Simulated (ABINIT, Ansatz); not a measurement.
This is a calculation of TaN for ABINIT 10.8.3 (patched build). The cell comes from a database or a generator and needn't be the stable form of this composition.

Contents of run.abi:

```
# Pseudopotentials
pp_dirpath "./"
pseudos "Ta.GGA_PBE-JTH.xml, N.GGA_PBE-JTH.xml"

# Structure
acell 6.6575227216 6.6575227216 6.6575227216
rprim
     0.0000000000     0.7071067812     0.7071067812
     0.7071067812     0.0000000000     0.7071067812
     0.7071067812     0.7071067812     0.0000000000
ntypat 2
znucl 73 7
natom 2
typat 1 2
xcart
     0.0000000000     0.0000000000     0.0000000000
     1.2455718850     1.2455718850     1.2455718850 Angstrom

# Plane-wave basis
ecut 707.496042 eV
pawecutdg 48.0
pawxcdev 0

# k points
kptopt 1
ngkpt 9 9 9
nshiftk 1
shiftk 0.0 0.0 0.0

# Exchange and correlation
ixc 11

# Bands and occupations
nband 13
occopt 3
tsmear 0.00183747

# SCF cycle
nstep 100
tolvrs 1.0e-9

# Output
iomode 3
prtwf 0
prtden 0
prteig 0
prtebands 0
enunit 2
```

Potentials or basis: JTH PAW PBE v2.0.

Command:

```console
$ abinit run.abi > log 2>&1
```

Q: Set up the same calculation for Ansatz 0.2.0. Potentials or basis there: Ansatz PAW (earlier soft set), cutoff 420 eV.

A: As run (cutoffs and basis follow the program's own potentials, and thresholds, step limits or extra output files can differ):

input.yaml

```yaml
crystal:
  lattice:
    - [0.0, 2.49114377, 2.49114377]
    - [2.49114377, 0.0, 2.49114377]
    - [2.49114377, 2.49114377, 0.0]
  atoms:
    - { symbol: Ta, position: [0.0, 0.0, 0.0] }
    - { symbol: "N", position: [0.25, 0.25, 0.25] }
hamiltonian:
  xc: pbe
  pseudopotentials: { kind: paw, azcp: { folder: soft_1 } }
kpoints:
  mp_grid: { grid: [9, 9, 9] }
scf:
  occupations: { method: fermi_dirac, width: 0.05 }
output:
  forces: true
  stress: true
  eigenvalues: true
```

Potentials or basis: Ansatz PAW soft_1.

Run with:

```sh
$ ansatz run input.yaml --threads 1 --pin off --max-ram 3584MiB --backend cpu --events-out ev --progress --plain --runs-dir out
```

Both were run:

|  | ABINIT | Ansatz |
| --- | --- | --- |
| Pressure | -25.5 GPa | -25.6 GPa |

Ansatz's pressure holds a Pulay term of +0.19 GPa for its cutoff of 420 eV, which the other run lacks.

Where Ansatz's input types no cutoff or centring, it takes its own default and a Γ-centred mesh.

The cell lies far from this level's equilibrium.

Pressure is positive in compression.
